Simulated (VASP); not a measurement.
# InPd: single point with PBE

Crystal: InPd.

```xyz
2
Lattice="3.2719 0.0000 0.0000 0.0000 3.2719 0.0000 0.0000 0.0000 3.2719" Properties=species:S:1:pos:R:3 pbc="T T T"
In    0.0000    0.0000    0.0000
Pd    1.6359    1.6359    1.6359
```

The cell comes from a database or a generator and needn't be the stable form of this composition.

* Program: VASP 6.6.1
* Task: single point
* Functional: PBE
* Potentials or basis: VASP PAW PBE potentials, release 64 (In_d, Pd)
* Cutoff: 520 eV
* k mesh: 8 × 8 × 8
* Occupations: gaussian, width 0.026 eV
* Spin: no spin polarisation

```json
{
  "Pressure": "3.7 GPa",
  "Band gap on the k mesh": "none (metal or under the smearing width)"
}
```

Levels at points of the mesh, in eV from the Fermi level:
| k point | band 8 | band 9 | band 10 | band 11 | band 12 | band 13 | band 14 | band 15 |
| --- | --- | --- | --- | --- | --- | --- | --- | --- |
| (0.00, 0.00, 0.00) | -3.70 | -2.15 | -2.15 | -2.15 | 4.33 | 4.33 | 4.33 | 9.54 |
| (0.50, 0.00, 0.00) | -3.68 | -3.14 | -3.14 | -2.23 | -1.00 | 9.67 | 9.67 | 9.99 |
| (0.50, 0.50, 0.00) | -2.57 | -2.57 | -2.21 | -2.21 | -1.58 | 1.57 | 2.59 | 9.58 |
| (0.50, 0.50, 0.50) | -4.75 | -1.54 | -1.54 | 0.03 | 3.90 | 3.90 | 3.90 | 4.50 |

Wall time 5 s on 1 thread of Intel(R) Xeon(R) 6975P-C (Granite Rapids), on a shared host, peak memory 0.15 GiB.
